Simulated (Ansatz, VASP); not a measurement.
# One calculation of AlN, two programs

Contents of POSCAR:

```
AlN
1.0
    0.0000000000      2.0188684454      2.0188684454
    2.0188684454      0.0000000000      2.0188684454
    2.0188684454      2.0188684454      0.0000000000
Al N
1 1
Direct
    0.0000000000      0.0000000000      0.0000000000
    0.5000000000      0.5000000000      0.5000000000
```

The input INCAR.step1:

```
SYSTEM = AlN
PREC     = Accurate       ! precision mode
ENCUT    = 520            ! plane-wave cutoff, eV
EDIFF    = 1E-5           ! SCF threshold, eV
ISMEAR   = 0              ! smearing method
SIGMA    = 0.01           ! smearing width, eV
LREAL    = .False.        ! projectors in reciprocal space
LASPH    = .True.         ! aspherical terms in the spheres
NELM     = 100            ! most SCF steps
ALGO     = Normal         ! electronic algorithm
ISIF     = 2              ! what is computed and relaxed
LWAVE    = .True.         ! write WAVECAR
NBANDS   = 11             ! bands
GGA      = PE             ! functional
```

File INCAR.step2:

```
SYSTEM = AlN
PREC     = Accurate       ! precision mode
ENCUT    = 520            ! plane-wave cutoff, eV
EDIFF    = 1E-7           ! SCF threshold, eV
ISMEAR   = 0              ! smearing method
SIGMA    = 0.01           ! smearing width, eV
LREAL    = .False.        ! projectors in reciprocal space
LASPH    = .True.         ! aspherical terms in the spheres
NELM     = 100            ! most SCF steps
ALGO     = Normal         ! electronic algorithm
ISIF     = 2              ! what is computed and relaxed
LWAVE    = .False.        ! write WAVECAR
LCHARG   = .True.         ! write CHGCAR
GGA      = PE             ! functional
LHFCALC  = .True.         ! exact exchange
HFSCREEN = 0.2079         ! screening, 1/A
PRECFOCK = Normal       
LELF     = .True.         ! ELF
LVHAR    = .True.       
NBANDS   = 11             ! bands
ISTART   = 1
```

KPOINTS

```
regular mesh
0
Gamma
  6 6 6
  0 0 0
```

Input for Ansatz:

```yaml
crystal:
  lattice:
    - [0.0, 2.0188684454, 2.0188684454]
    - [2.0188684454, 0.0, 2.0188684454]
    - [2.0188684454, 2.0188684454, 0.0]
  atoms:
    - { symbol: Al, position: [0.0, 0.0, 0.0] }
    - { symbol: "N", position: [0.5, 0.5, 0.5] }
kpoints:
  mp_grid: { grid: [6, 6, 6] }
hamiltonian:
  xc: hse06
scf:
  occupations: { method: fixed }
  n_extra_bands: 4
output:
  forces: true
  stress: true
  eigenvalues: true
  write_density: true
  write_potential: true
  elf: true
  volumetric_format: npy
```

The cell was built by a generator and needn't be a form met in nature.

Alike in both runs: task single point; functional HSE06; k mesh 6 × 6 × 6; no spin polarisation.

|  | VASP | Ansatz |
| --- | --- | --- |
| version | VASP 6.6.1 | Ansatz 0.2.0 |
| potentials or method | VASP PAW PBE potentials, release 64 (Al, N) | plane waves, PAW |
| plane-wave cutoff (eV) | 520 | 420 |
| occupations | gaussian, width 0.01 eV | fixed |
| valence electrons in the cell | 8 | 8 |

|  | VASP | Ansatz | Ansatz less VASP |
| --- | --- | --- | --- |
| gap on the k mesh at the Fermi level (eV) | 6.01 | 6.08 | +0.069 |
| pressure (GPa) | -1.4 | -1.5 | -0.09 |

Ansatz warned: «stress_exchange_threshold_loose».

Caveats: the k mesh is coarse (spacing up to 0.45 Å⁻¹), so the values aren't converged, least of all with exact exchange; the PAW data sets were made with another functional, which shifts forces and pressure a little (VASP). A k mesh can miss the band edges.
